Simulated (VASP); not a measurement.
# MoS2 in VASP: settings compared

One sheet, MoS2, is run at these levels: LDA, PBE, PBEsol; tasks: single point.

Everything below comes from runs of VASP 6.6.1. Logs are shortened: lines on timing, memory, paths and dates and some standing lists are left out, and cuts for length are marked.

## (1) The structure

The cell holds a sheet with vacuum, 3 atoms: a = 3.161 Å, b = 3.161 Å, c = 21.130 Å, α = 90.00°, β = 90.00°, γ = 120.00°.

The cell was built by a generator and needn't be a form met in nature.

## (2) Single point, LDA

The input, INCAR:

```
ALGO     = Fast           # electronic algorithm
EDIFF    = 1E-6           # SCF threshold, eV
ENCUT    = 520            # plane-wave cutoff, eV
GGA      = CA             # functional
ISIF     = 2              # what is computed and relaxed
ISMEAR   = -1             # smearing method
LASPH    = T              # aspherical terms in the spheres
LCHARG   = F              # write CHGCAR
LREAL    = F              # projectors in reciprocal space
LWAVE    = F              # write WAVECAR
NBANDS   = 20             # bands
NELM     = 60             # most SCF steps
PREC     = Accurate       # precision mode
SIGMA    = 0.05           # smearing width, eV
```

The input, KPOINTS:

```
k-points
0
Gamma
  8 8 1
```

The input, POSCAR:

```
MoS2
1.0
    3.1610000000      0.0000000000      0.0000000000
   -1.5805000000      2.7375063014      0.0000000000
    0.0000000000      0.0000000000     21.1300000000
S Mo
2 1
Direct
    0.6666666667      0.3333333333      0.4259346900
    0.6666666667      0.3333333333      0.5740653100
    0.3333333333      0.6666666667      0.5000000000
```

Potentials or basis: VASP PAW LDA potentials, release 64 (S, Mo_sv).

Started as:

```console
$ cat potpaw_LDA.64/S/POTCAR potpaw_LDA.64/Mo_sv/POTCAR > POTCAR
$ mpirun -np 1 vasp_std > vasp.out
```

OUTCAR:

```text
EDIFF = 1E-6
   ENCUT = 520
   GGA = CA
   ISIF = 2
   ISMEAR = -1
   LASPH = T
   LREAL = F
   NELM = 60
   PREC = Accurate

 ion  position               nearest neighbor table
   1  0.667  0.333  0.426-   3 2.40   3 2.40   3 2.40
   2  0.667  0.333  0.574-   3 2.40   3 2.40   3 2.40
   3  0.333  0.667  0.500-   1 2.40   2 2.40   1 2.40   2 2.40   1 2.40   2 2.40

  LATTYP: Found a hexagonal cell.
 ALAT       =     3.1610000000
 C/A-ratio  =     6.6845934831

  Lattice vectors:

 A1 = (   3.1610000000,   0.0000000000,   0.0000000000)
 A2 = (  -1.5805000000,   2.7375063014,   0.0000000000)
 A3 = (   0.0000000000,   0.0000000000,  21.1300000000)

Analysis of symmetry for initial positions (statically):
=====================================================================
 Subroutine PRICEL returns:
 Original cell was already a primitive cell.

 Routine SETGRP: Setting up the symmetry group for a
 hexagonal supercell.

 Subroutine GETGRP returns: Found 12 space group operations
 (whereof 12 operations were pure point group operations)
 out of a pool of 24 trial point group operations.

The static configuration has the point symmetry D_3h.

Analysis of symmetry for dynamics (positions and initial velocities):
=====================================================================
 Subroutine PRICEL returns:
 Original cell was already a primitive cell.

 Routine SETGRP: Setting up the symmetry group for a
 hexagonal supercell.

 Subroutine GETGRP returns: Found 12 space group operations
 (whereof 12 operations were pure point group operations)
 out of a pool of 24 trial point group operations.

The dynamic configuration has the point symmetry D_3h.

 Subroutine INISYM returns: Found 12 space group operations
 (whereof 12 operations are pure point group operations),
 and found     1 'primitive' translations

----------------------------------------------------------------------------------------

                                     Primitive cell

  volume of cell :     182.8433

  direct lattice vectors                    reciprocal lattice vectors
     3.161000000  0.000000000  0.000000000     0.316355584  0.182647981  0.000000000
    -1.580500000  2.737506301  0.000000000     0.000000000  0.365295963  0.000000000
     0.000000000  0.000000000 21.130000000     0.000000000  0.000000000  0.047326077

  length of vectors
     3.161000000  3.161000000 21.130000000     0.365295963  0.365295963  0.047326077

  position of ions in fractional coordinates (direct lattice)
     0.666666667  0.333333333  0.425934690
     0.666666667  0.333333333  0.574065310
     0.333333333  0.666666667  0.500000000

  ion indices of the primitive-cell ions
   primitive index   ion index
                 1           1
                 2           2
                 3           3

----------------------------------------------------------------------------------------

 KPOINTS: k-points

Automatic generation of k-mesh.
 Grid dimensions read from file:
 generate k-points for:    8    8    1

 Generating k-lattice:

  Cartesian coordinates                     Fractional coordinates (reciprocal lattice)
     0.039544448  0.022830998  0.000000000     0.125000000 -0.000000000  0.000000000
     0.000000000  0.045661995  0.000000000     0.000000000  0.125000000  0.000000000
     0.000000000  0.000000000  0.047326077     0.000000000  0.000000000  1.000000000

  Length of vectors
     0.045661995  0.045661995  0.047326077

  Shift w.r.t. Gamma in fractional coordinates (k-lattice)
     0.000000000  0.000000000  0.000000000

 Subroutine IBZKPT returns following result:
 ===========================================

 Found     10 irreducible k-points:

 Following reciprocal coordinates:
            Coordinates               Weight
  0.000000  0.000000  0.000000      1.000000
  0.125000  0.000000  0.000000      6.000000
  0.250000  0.000000  0.000000      6.000000
  0.375000  0.000000  0.000000      6.000000
  0.500000  0.000000  0.000000      3.000000
  0.125000  0.125000  0.000000      6.000000
  0.250000  0.125000  0.000000     12.000000
  0.375000  0.125000  0.000000     12.000000
  0.250000  0.250000  0.000000      6.000000
  0.375000  0.250000  0.000000      6.000000
   k-points           NKPTS =     10   k-points in BZ     NKDIM =     10   number of bands    NBANDS=     20
   number of dos      NEDOS =    301   number of ions     NIONS =      3
   total plane-waves  NPLWV =  92160
   dimension x,y,z NGX =    24 NGY =   24 NGZ =  160
   dimension x,y,z NGXF=    48 NGYF=   48 NGZF=  320
   ions per type =               2   1
   NGX,Y,Z   is equivalent  to a cutoff of  12.62, 12.62, 12.59 a.u.
   NGXF,Y,Z  is equivalent  to a cutoff of  25.24, 25.24, 25.18 a.u.
 SYSTEM =  unknown system
   PREC   = accura    normal or accurate (medium, high low for compatibility)
   ISTART =      0    job   : 0-new  1-cont  2-samecut
   ICHARG =      2    charge: 1-file 2-atom 10-const
   ISPIN  =      1    spin polarized calculation?
   LNONCOLLINEAR =      F non collinear calculations
   LSORBIT =      F    spin-orbit coupling
   LASPH  =      T    aspherical Exc in radial PAW
   ENCUT  =  520.0 eV  38.22 Ry    6.18 a.u.   5.88  5.88 39.29*2*pi/ulx,y,z
   NELM   =     60;   NELMIN=  2; NELMDL= -5     # of ELM steps
   EDIFF  = 0.1E-05   stopping-criterion for ELM
   LREAL  =      F    real-space projection
   EDIFFG = 0.1E-04   stopping-criterion for IOM
   NSW    =      0    number of steps for IOM
   IBRION =     -1    ionic relax: 0-MD 1-quasi-New 2-CG
   NFREE  =      0    steps in history (QN), initial steepest desc. (CG)
   ISIF   =      2    stress and relaxation
   ISYM   =      2    0-nonsym 1-usesym 2-fastsym
   POTIM  = 0.5000    time-step for ionic-motion
   TEBEG  =    0.0;   TEEND  =   0.0 temperature during run
   PSTRESS=    0.0 pullay stress
   NELECT =      26.0000    total number of electrons
   NUPDOWN=      -1.0000    fix difference up-down
   EMIN   =  10.00;   EMAX   =-10.00  energy-range for DOS
   EFERMI =   0.00;   METHOD = LEGACY
   ISMEAR =    -1;   SIGMA  =   0.05  broadening in eV -4-tet -1-fermi 0-gaus
   EFERMI_NEDOS =   21; number of points for ismear=-14 and -15
   IALGO  =     68    algorithm
   IMIX   =      4    mixing-type and parameters
     AMIX     =   0.40;   BMIX     =  1.00
     AMIX_MAG =   1.60;   BMIX_MAG =  1.00
  volume/ion in A,a.u.               =      60.95       411.30
  Fermi-wavevector in a.u.,A,eV,Ry     =   0.854489  1.614749  9.934303  0.730151
  Thomas-Fermi vector in A             =   1.971093
   LORBIT       =      0    0 simple, 1 ext, 2 COOP (PROOUT), +10 PAW based schemes
   GGA     = CA    functional components
   LHFCALC =     F    Hartree Fock is set to
   AEXX    =    0.0000 exact exchange contribution
   IVDW    =     0    specifies the selected vdW correction
   LEPSILON=     F    determine dielectric tensor
   LRPA    =     F    only Hartree local field effects (RPA)
 non-spin polarized calculation
 RMM-DIIS sequential band-by-band and
  energy-cutoff  :      520.00
  volume of cell :      182.84
 maximum number of plane-waves:      4956
 NGX is ok and might be reduce to    24
   NGX = 11   NGY = 11   NGZ = 79

 number of electron      26.0000000 magnetization

 Free energy of the ion-electron system (eV)
  ---------------------------------------------------
  ext. energy  EPLUGINS =         0.00000000
  ---------------------------------------------------
  free energy    TOTEN  =       -24.33915355 eV

  energy without entropy =      -24.33915355  energy(sigma->0) =      -24.33915355

 E-fermi :  -1.4936     XC(G=0):  -3.7588

 val. band max:       -2.4611584504   @ k =   0.0000   0.0000   0.0000
 cond. band min:      -0.4698344116   @ k =   0.3750   0.2500   0.0000
 fundamental gap:      1.9913240388
 Fermi energy:        -1.4935553976

 k-point     1 :       0.0000    0.0000    0.0000
  band No.  band energies     occupation
      1     -62.8675      2.00000
      2     -37.2259      2.00000
      3     -36.9786      2.00000
      4     -36.9786      2.00000
      5     -16.4566      2.00000
      6     -15.1326      2.00000
[... 12 lines left out ...]
     19       3.4167      0.00000
     20       3.8492      0.00000

 k-point     2 :       0.1250    0.0000    0.0000
  band No.  band energies     occupation
      1     -62.8613      2.00000
      2     -37.2139      2.00000
      3     -37.0397      2.00000
      4     -36.9925      2.00000
      5     -16.2207      2.00000
      6     -15.0353      2.00000
[... 12 lines left out ...]
     19       3.7199      0.00000
     20       4.7786      0.00000

 k-point     3 :       0.2500    0.0000    0.0000
  band No.  band energies     occupation
      1     -62.8464      2.00000
      2     -37.1850      2.00000
      3     -37.1847      2.00000
      4     -37.0258      2.00000
      5     -15.5968      2.00000
      6     -14.7799      2.00000
[... 12 lines left out ...]
     19       4.5477      0.00000
     20       5.2131      0.00000

 k-point     4 :       0.3750    0.0000    0.0000
  band No.  band energies     occupation
      1     -62.8313      2.00000
      2     -37.3265      2.00000
      3     -37.1559      2.00000
      4     -37.0589      2.00000
      5     -14.8561      2.00000
      6     -14.4867      2.00000
[... 12 lines left out ...]
     19       5.2891      0.00000
     20       5.3566      0.00000

 k-point     5 :       0.5000    0.0000    0.0000
  band No.  band energies     occupation
      1     -62.8251      2.00000
      2     -37.3843      2.00000
      3     -37.1438      2.00000
      4     -37.0726      2.00000
      5     -14.4933      2.00000
      6     -14.3504      2.00000
[... 12 lines left out ...]
     19       5.4538      0.00000
     20       5.8323      0.00000
[... 31 lines left out ...]
      6     -14.5724      2.00000
[... 12 lines left out ...]
     19       5.2788      0.00000
     20       5.9926      0.00000

 k-point     8 :       0.3750    0.1250    0.0000
  band No.  band energies     occupation
      1     -62.8251      2.00000
      2     -37.3530      2.00000
      3     -37.1438      2.00000
      4     -37.1054      2.00000
      5     -14.5085      2.00000
      6     -14.3383      2.00000
[... 12 lines left out ...]
     19       6.1522      0.00000
     20       6.2262      0.00000

 k-point     9 :       0.2500    0.2500    0.0000
  band No.  band energies     occupation
      1     -62.8251      2.00000
      2     -37.3098      2.00000
      3     -37.1501      2.00000
      4     -37.1438      2.00000
      5     -14.5234      2.00000
      6     -14.3260      2.00000
[... 12 lines left out ...]
     19       6.0031      0.00000
     20       6.2963      0.00000

 k-point    10 :       0.3750    0.2500    0.0000
  band No.  band energies     occupation
      1     -62.8207      2.00000
      2     -37.3145      2.00000
      3     -37.1969      2.00000
      4     -37.1353      2.00000
      5     -14.2611      2.00000
      6     -14.2083      2.00000
[... 12 lines left out ...]
     19       5.7889      0.00000
     20       6.9711      0.00000

------------------------ aborting loop because EDIFF is reached ----------------------------------------

  FORCE on cell =-STRESS in cart. coord.  units (eV):
  Direction    XX          YY          ZZ          XY          YZ          ZX
  --------------------------------------------------------------------------------------
  -------------------------------------------------------------------------------------
  Total       -1.7108392     -1.7108392     -1.5529665     -0.0000000     -0.0000000      0.0000000
  in kB      -14.9913467    -14.9913467    -13.6079760     -0.0000000     -0.0000000      0.0000000
  external PRESSURE =     -14.5302231 kB  Pullay stress =       0.0000000 kB

 VOLUME and BASIS-vectors are now :
 -----------------------------------------------------------------------------
  energy-cutoff  :      520.00
  volume of cell :      182.84
      direct lattice vectors                 reciprocal lattice vectors
     3.161000000  0.000000000  0.000000000     0.316355584  0.182647981  0.000000000
    -1.580500000  2.737506301  0.000000000     0.000000000  0.365295963  0.000000000
     0.000000000  0.000000000 21.130000000     0.000000000  0.000000000  0.047326077

 POSITION                                       TOTAL-FORCE (eV/Angst)
 -----------------------------------------------------------------------------------
      1.58050      0.91250      9.00000         0.000000      0.000000      0.487954
      1.58050      0.91250     12.13000         0.000000      0.000000     -0.487954
     -0.00000      1.82500     10.56500        -0.000000      0.000000      0.000000
 -----------------------------------------------------------------------------------
    total drift:                                0.000000     -0.000000     -0.000000

  FREE ENERGIE OF THE ION-ELECTRON SYSTEM (eV)
  ---------------------------------------------------
  free  energy   TOTEN  =       -24.3391535514 eV

  energy  without entropy=      -24.3391535506  energy(sigma->0) =      -24.33915355
```

It took 41 s on 1 thread of Intel Xeon Platinum 8488C (Sapphire Rapids), shared host; peak memory 0.23 GiB.

What came out:

* Free energy: -24.3392 eV
* Largest force: 0.488 eV/Å
* Band gap on the k mesh: 1.99 eV, indirect (least direct gap 2.06 eV)

Forces on the atoms (eV/Å):
```
S    0.000  0.000  0.488
S    0.000  0.000 -0.488
Mo   0.000  0.000  0.000
```

Levels at points of the mesh, in eV from the valence-band top:
```
           k point  band 10  band 11  band 12  band 13  band 14  band 15  band 16  band 17
(0.00, 0.00, 0.00)    -1.76    -1.39    -1.39     0.00     2.89     2.89     3.15     3.15
(0.50, 0.00, 0.00)    -3.08    -1.82    -0.82    -0.56     2.39     2.89     3.94     4.44
```

## (3) Single point, PBE

INCAR, as its differences from that of step 2:

```diff
@@ -3,3 +3,3 @@
 ENCUT    = 520            # plane-wave cutoff, eV
-GGA      = CA             # functional
+GGA      = PE             # functional
 ISIF     = 2              # what is computed and relaxed
```

KPOINTS is that of step 2.

POSCAR is that of step 2.

Potentials or basis: VASP PAW PBE potentials, release 64 (S, Mo_sv).

Started as:

```console
$ cat potpaw_PBE.64/S/POTCAR potpaw_PBE.64/Mo_sv/POTCAR > POTCAR
$ mpirun -np 1 vasp_std > vasp.out
```

It took 55 s on 1 thread of Intel Xeon Platinum 8488C (Sapphire Rapids), shared host; peak memory 0.29 GiB.

Results (log left out):

| Property | Result |
| --- | --- |
| Free energy | -21.8471 eV |
| Largest force | 0.094 eV/Å |
| Band gap on the k mesh | 1.99 eV, indirect (least direct gap 2.06 eV) |

Forces on the atoms (eV/Å):
```
S    0.000  0.000 -0.094
S    0.000  0.000  0.094
Mo   0.000  0.000  0.000
```

Levels at points of the mesh, in eV from the valence-band top:
```tsv
k point	band 10	band 11	band 12	band 13	band 14	band 15	band 16	band 17
(0.00, 0.00, 0.00)	-1.77	-1.40	-1.40	0.00	2.88	2.88	3.12	3.12
(0.50, 0.00, 0.00)	-3.10	-1.86	-0.86	-0.58	2.39	2.89	3.98	4.43
```

A hybrid or GW would open this gap; PBE tends to underestimate it.

## (4) Single point, PBEsol

INCAR, as its differences from that of step 3:

```diff
@@ -3,3 +3,3 @@
 ENCUT    = 520            # plane-wave cutoff, eV
-GGA      = PE             # functional
+GGA      = PS             # functional
 ISIF     = 2              # what is computed and relaxed
```

KPOINTS is that of step 3.

POSCAR is that of step 3.

Started as:

```console
$ cat potpaw_PBE.64/S/POTCAR potpaw_PBE.64/Mo_sv/POTCAR > POTCAR
$ mpirun -np 1 vasp_std > vasp.out
```

It took 86 s on 1 thread of Intel Xeon Platinum 8488C (Sapphire Rapids), shared host; peak memory 0.29 GiB.

The run converged. Its results:

* Free energy: -23.4177 eV
* Largest force: 0.257 eV/Å
* Band gap on the k mesh: 1.99 eV, indirect (least direct gap 2.07 eV)

Forces on the atoms (eV/Å):
```
S    0.000  0.000  0.257
S    0.000  0.000 -0.257
Mo   0.000  0.000  0.000
```

Levels at points of the mesh, in eV from the valence-band top:
| k point | band 10 | band 11 | band 12 | band 13 | band 14 | band 15 | band 16 | band 17 |
| --- | --- | --- | --- | --- | --- | --- | --- | --- |
| (0.00, 0.00, 0.00) | -1.77 | -1.40 | -1.40 | 0.00 | 2.89 | 2.89 | 3.15 | 3.15 |
| (0.50, 0.00, 0.00) | -3.10 | -1.85 | -0.85 | -0.59 | 2.40 | 2.90 | 3.96 | 4.45 |

Caveat: the PAW data sets were made with another functional, which shifts forces and pressure a little.

## (5) The runs side by side

| level | potentials or basis | gap on the mesh (eV) | largest force (eV/Å) |
| --- | --- | --- | --- |
| LDA | VASP PAW LDA potentials, release 64 (S, Mo_sv) | 1.99 | 0.49 |
| PBE | VASP PAW PBE potentials, release 64 (S, Mo_sv) | 1.99 | 0.09 |
| PBEsol | VASP PAW PBE potentials, release 64 (S, Mo_sv) | 1.99 | 0.26 |

Alike in all rows: task single point; no spin polarisation; cell as given; k mesh 8 × 8 × 1; cutoff (eV) 520; smearing fermi-dirac 0.05 eV.

Caveats: the PAW data sets were made with another functional, which shifts forces and pressure a little (some runs).

Absolute energies hang on the potentials; compare differences alone.
